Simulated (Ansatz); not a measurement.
## Phonon spectrum of SiC

Theory: Ansatz, DFT PBE, scalar-relativistic, plane waves, PAW. Plane waves to 420 eV; Γ-centred k mesh 6×6×10; fixed occupations. No spin polarisation. Phonons by linear response, acoustic sum rule imposed.

Equilibrium structure at this level:
```
CELL_PARAMETERS angstrom
5.32317 0.00000 0.00000
0.00000 5.32317 0.00000
0.00000 0.00000 3.09282
ATOMIC_POSITIONS crystal
Si 0.67560 0.67560 0.00000
Si 0.82440 0.17560 0.50000
Si 0.32440 0.32440 0.00000
Si 0.17560 0.82440 0.50000
C 0.81543 0.81543 0.50000
C 0.68457 0.31543 0.00000
C 0.18457 0.18457 0.50000
C 0.31543 0.68457 0.00000
```

It was reached by relaxing an invented guess, and it needn't be the stable form of this composition. The q mesh is coarse, so values between its points are rough.

Force constants from linear response on a 1×1×2 q mesh.

Path: Γ–X–M–Γ–Z–R–A–Z | X–R | M–A. Only the points of the 1×1×2 mesh were computed; the rest is interpolation, which is rough on so few points. On the mesh no mode is imaginary. Distance along the path (Å⁻¹), then the branches (cm⁻¹, negative for imaginary; the LO field is included):
```
0.000  0 0 0 148 235 235 360 418 431 526 527 556 591 665 711 718 786 786 792 800 838 860 892 940
0.147  42 60 86 159 230 241 356 410 426 509 528 564 590 659 711 722 785 786 795 804 837 860 893 938
0.295  84 116 169 186 215 257 344 393 411 467 533 582 582 648 713 726 784 785 802 817 833 858 898 933
0.443  124 164 191 200 256 280 326 378 386 413 542 568 603 636 716 725 784 785 810 826 832 854 906 925
0.590  160 160 196 196 304 304 331 331 381 381 554 554 621 621 721 721 784 784 818 818 846 846 915 915
0.738  168 168 205 205 299 299 332 332 379 379 548 548 618 618 726 726 784 784 818 818 842 842 919 919
0.885  187 187 229 229 286 286 331 331 376 376 531 531 616 616 734 734 785 785 818 818 837 837 924 924
1.033  213 213 261 261 266 266 319 319 380 380 510 510 616 616 738 738 786 786 818 818 836 836 928 928
1.180  239 239 243 243 290 290 297 297 384 384 499 499 617 617 739 739 786 786 818 818 837 837 928 928
1.389  183 233 238 242 259 290 316 334 347 416 501 530 608 622 737 738 785 786 814 821 831 840 922 931
1.598  122 163 209 235 237 240 328 361 391 466 507 569 588 636 728 735 784 786 806 818 829 849 907 936
1.806  60 85 121 166 236 237 352 402 421 507 519 568 588 654 715 725 784 786 797 805 836 859 894 939
2.015  0 0 0 148 235 235 360 418 431 526 527 556 591 665 711 718 786 786 792 800 838 860 892 940
2.142  45 45 77 160 249 249 369 419 430 523 523 557 588 664 664 716 787 787 793 798 798 860 890 993
2.396  134 134 223 226 327 327 421 423 426 502 502 566 569 660 660 704 790 790 795 799 799 861 885 979
2.650  218 218 298 349 396 396 406 434 480 483 483 539 587 651 651 682 779 779 803 811 811 862 883 950
2.904  294 294 351 371 371 384 444 456 481 504 514 514 618 640 640 652 774 774 816 816 834 860 887 910
3.104  315 315 352 352 369 369 466 466 480 480 522 522 633 633 641 641 774 774 817 817 850 850 894 894
3.252  309 309 346 346 365 365 453 453 490 490 526 526 630 630 653 653 778 778 819 819 848 848 888 888
3.400  296 296 344 344 359 359 438 438 503 503 529 529 630 630 666 666 785 785 824 824 846 846 877 877
3.547  286 286 345 345 355 355 428 428 511 511 529 529 630 630 673 673 789 789 829 829 850 850 863 863
3.695  285 285 344 344 354 354 424 424 515 515 530 530 630 630 675 675 789 789 828 828 855 855 858 858
3.842  287 287 336 336 352 352 409 409 526 526 538 538 629 629 679 679 785 785 825 825 853 853 864 864
3.990  284 284 333 333 348 348 388 388 533 533 553 553 629 629 684 684 781 781 819 819 852 852 870 870
4.137  280 280 340 340 345 345 371 371 537 537 562 562 629 629 687 687 778 778 815 815 851 851 874 874
4.315  280 281 335 343 346 346 370 377 536 537 559 562 628 629 686 686 778 780 815 817 850 852 873 875
4.524  290 293 319 346 352 352 391 409 526 532 534 554 626 631 678 678 776 788 815 830 843 856 867 876
4.733  304 307 328 350 362 362 428 441 503 505 526 539 624 633 661 663 774 788 815 826 846 847 882 884
4.941  314 314 349 353 368 369 463 465 482 483 522 524 630 635 641 644 773 775 816 818 850 850 893 893
5.046  160 160 196 196 304 304 331 331 381 381 554 554 621 621 721 721 784 784 818 818 846 846 915 915
5.300  208 208 221 221 335 335 345 345 377 377 547 547 620 620 713 713 793 793 811 811 850 850 909 909
5.554  262 262 274 274 364 364 385 385 414 414 534 534 620 620 697 697 796 796 809 809 854 854 894 894
5.808  284 284 314 314 361 361 434 434 466 466 535 535 626 626 681 681 790 790 819 819 855 855 874 874
6.061  285 285 345 345 354 354 427 427 512 512 529 529 631 631 674 674 790 790 829 829 856 856 857 857
6.189  250 250 255 255 292 292 297 297 385 385 497 497 618 618 737 737 788 788 820 820 835 835 927 927
6.442  287 287 309 309 314 314 321 321 405 405 494 494 620 620 722 722 795 795 823 823 831 831 913 913
6.696  284 284 330 330 338 338 363 363 471 471 519 519 624 624 704 704 789 789 817 817 842 842 894 894
6.950  280 280 342 342 343 343 368 368 529 529 557 557 628 628 690 690 780 780 815 815 849 849 878 878
```
